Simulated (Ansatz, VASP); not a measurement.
This is a calculation of TiTe2 for VASP 6.6.1.

File INCAR:

```
PREC = Accurate
ENCUT = 520
EDIFF = 1E-7
ISMEAR = -1
SIGMA = 0.05
LREAL = False
LASPH = True
NELM = 100
ALGO = Normal
ISIF = 2
LWAVE = False
LCHARG = False
GGA = PE
NBANDS = 19
```

Contents of KPOINTS:

```
regular mesh
0
Gamma
  8 8 4
```

File POSCAR:

```
TiTe2
1.0
    3.7516502429      0.0000000000      0.0000000000
   -1.8758251215      3.2490244165      0.0000000000
    0.0000000000      0.0000000000      6.4543879477
Te Ti
2 1
Direct
    0.3333333333      0.6666666667      0.7372000000
    0.6666666667      0.3333333333      0.2628000000
    0.0000000000      0.0000000000      0.0000000000
```

Potentials or basis: VASP PAW PBE potentials, release 64 (Te, Ti_sv).

Run with:

```sh
$ cat potpaw_PBE.64/Te/POTCAR potpaw_PBE.64/Ti_sv/POTCAR > POTCAR
$ mpirun -np 1 vasp_std > vasp.out
```

Task: Translate it to Ansatz 0.2.0. Potentials there: Ansatz PAW.

Result: As run (the cutoff follows the program's own potentials):

File input.yaml:

```yaml
crystal:
  lattice:
    - [3.7516502429, 0.0, 0.0]
    - [-1.8758251215, 3.2490244165, 0.0]
    - [0.0, 0.0, 6.4543879477]
  atoms:
    - { symbol: Te, position: [0.3333333333, 0.6666666667, 0.7372] }
    - { symbol: Te, position: [0.6666666667, 0.3333333333, 0.2628] }
    - { symbol: Ti, position: [0.0, 0.0, 0.0] }
hamiltonian:
  xc: pbe
  pseudopotentials: { kind: paw }
kpoints:
  mp_grid: { grid: [8, 8, 4] }
scf:
  occupations: { method: fermi_dirac, width: 0.05 }
output:
  forces: true
  stress: true
  eigenvalues: true
```

Potentials or basis: Ansatz PAW.

Command:

```console
$ ansatz run input.yaml --threads 1 --pin off --max-ram 3584MiB --backend cpu --events-out ev --progress --plain --runs-dir out
```

Both were run:

|  | VASP | Ansatz | Ansatz less VASP |
| --- | --- | --- | --- |
| gap on the k mesh at the Fermi level (eV) | none | none | - |
| pressure (GPa) | 2.3 | 2.3 | +0.02 |
| largest component of the traceless stress (GPa) | 0.48 | 0.48 | -0.008 |
| rms of the force components (eV/Å) | 0.093 | 0.089 | -0.0045 |

Atom by atom the forces differ by 0.005 eV/Å (rms over components). A gap of «none» marks a metal or a gap that the smearing closes. With one functional, cell and mesh, what is left measures potentials, basis and numerics. The two sets of potentials don't hold the same shells in valence.

Caveats: this functional lacks dispersion, which binds the layers, so the pressure and a relaxed spacing across them are unreliable. The runs have no spin-orbit coupling, so splittings on Te are missing.
